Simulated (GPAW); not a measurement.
Runs of GPAW 26.7.0 on SiC. The structure is hexagonal, space group P6_3mc (No. 186). The conventional cell has a = 3.076 Å, b = 3.076 Å, c = 10.071 Å, α = 90.00°, β = 90.00°, γ = 120.00°. Si (site symmetry 3m) has 4 C at 1.88 to 1.89 Å as nearest neighbours. Si (site symmetry 3m) has 4 C at 1.88 to 1.89 Å as nearest neighbours. C (site symmetry 3m) has 4 Si at 1.88 to 1.89 Å as nearest neighbours. Around C (site symmetry 3m) lie 4 Si at 1.88 to 1.89 Å. The cell is a database's computed one.

```tsv
task	level	potentials or basis	cell	k mesh	cutoff (eV)	smearing	optimizer	fmax	max steps	eigensolver	band path	mesh quality	gap on the mesh (eV)	pressure (GPa)	relaxed volume (Å³/atom)
relaxation of cell and atoms	RPBE	the program's PAW data sets (release 1.2.1) made for this functional, pw	relaxed	6 × 6 × 2	800	fermi-dirac 0.05 eV	LBFGS	0.02 eV/Å	40	-	-	coarse	2.23	0.0	(c)
relaxation of cell and atoms	OLYP	PAW data sets generated in the run's folder for this functional, pw	relaxed	6 × 6 × 2	800	fermi-dirac 0.05 eV	BFGS	0.02 eV/Å	100	davidson	-	coarse	2.29	0.0	(b)
band structure	SCAN	GPAW PAW data sets (gpaw-data 1.2.1), pw	as given	6 × 6 × 2	800	fermi-dirac 0.05 eV	-	-	-	-	GMKGALHA,LM,KH	coarse	2.58	0.9	-
eps q	LDA	the program's PAW data sets (release 1.2.1) made for this functional, pw	as given	8 × 8 × 2	650	fermi-dirac 0.001 eV	-	-	-	-	-	not flagged	(a)	-	-
relaxation of cell and atoms	OLYP+D3(BJ)	PAW data sets generated in the run's folder for this functional, pw	relaxed	6 × 6 × 2	800	fermi-dirac 0.05 eV	FIRE	0.01 eV/Å	100	davidson	-	coarse	2.28	0.1	9.78
optical spectrum	RPBE	the program's PAW data sets (release 1.2.1) made for this functional, pw	as given	8 × 8 × 2	650	fermi-dirac 0.001 eV	-	-	-	-	-	not flagged	2.23	-	-
band structure	rSCAN	GPAW PAW data sets (gpaw-data 1.2.1), pw	as given	6 × 6 × 2	800	fermi-dirac 0.05 eV	-	-	-	-	GMKGALHA,LM,KH	coarse	2.62	0.4	-
```

Alike in all rows: no spin polarisation.

Q: Fill in the values left out.

A: (a) 2.17; (b) 10.49; (c) 10.72.

Caveats: later steps reuse the first step's grids (some runs); the PAW data sets were made with another functional, which shifts forces and pressure a little (some runs); the forces don't sum to zero, a sign of grid noise (some runs); the long-wavelength limit can be off by a per cent or two (some runs); an odd mesh through Γ misses points on the zone boundary, where band edges often lie (some runs).

Not every run made on this cell is shown here.
